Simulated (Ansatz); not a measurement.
# MoS2: equation of state with PBE

The system is MoS2.

```
CELL_PARAMETERS angstrom
1.58150 0.91308 6.12333
-1.58150 0.91308 6.12333
0.00000 -1.82616 6.12333
ATOMIC_POSITIONS crystal
Mo 0.00000 0.00000 0.00000
S 0.74840 0.74840 0.74840
S 0.58490 0.58490 0.58490
```

Measurements of this composition are mostly on another form, of space group No. 194.

| Property | Result |
| --- | --- |
| Program | Ansatz 0.2.0 |
| Task | equation of state |
| Functional | PBE |
| Potentials or basis | all-electron LAPW, scalar-relativistic |
| Basis error allowed | 0.001 eV/atom |
| k mesh | 10 × 10 × 10 |
| Occupations | fermi-dirac, width 0.05 eV |
| Spin | no spin polarisation |

```yaml
Equilibrium_volume: "18.76 Å³/atom (rough: see the caveat)"
Bulk_modulus_at_fixed_shape_and_positions: 138 GPa (rough)
```

Energy against volume, from the lowest point:
| volume (Å³/atom) | energy (meV/atom) |
| --- | --- |
| 16.624 | 130.21 |
| 16.977 | 87.41 |
| 17.331 | 54.21 |
| 17.685 | 29.67 |
| 18.038 | 12.95 |
| 18.392 | 3.29 |
| 18.746 | 0.00 |

All runs of the series together: 10 min on 2 threads of Intel(R) Xeon(R) Processor @ 2.50GHz (Skylake/Cascade Lake) (shared host).

Caveat: the minimum lies outside the volumes run; the cell was scaled at fixed shape and fractional positions, which overstates the stiffness of a crystal with free parameters, most of all of layers and chains.
